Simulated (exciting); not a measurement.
Input of an exciting (release sodium) run:

File input.xml:

```xml
<input>
  <title>Ti</title>
  <structure speciespath="./" tshift="false">
    <crystal scale="1">
      <basevect>-3.101040570511 3.101040570511 3.101040570511</basevect>
      <basevect>3.101040570511 -3.101040570511 3.101040570511</basevect>
      <basevect>3.101040570511 3.101040570511 -3.101040570511</basevect>
    </crystal>
    <species speciesfile="Ti.xml" rmt="2">
      <atom coord="0.000000000000 0.000000000000 0.000000000000"/>
    </species>
  </structure>
  <groundstate do="fromscratch" ngridk="11 11 11" rgkmax="9" gmaxvr="14" lmaxapw="10" lmaxmat="10" lmaxvr="8" xctype="GGA_PBE" stype="Gaussian" swidth="0.00058799" nempty="12" ValenceRelativity="iora*" epsengy="1e-05" epspot="1e-05" maxscl="60" tforce="true" outputlevel="low"/>
</input>
```

Potentials or basis: all-electron LAPW+lo, shipped species files, valence relativity iora*.

Command:

```bash
$ OMP_NUM_THREADS=1 exciting_smp
```

Question: Predict the band gap on the k mesh.

Answer: None (metal or under the smearing width).
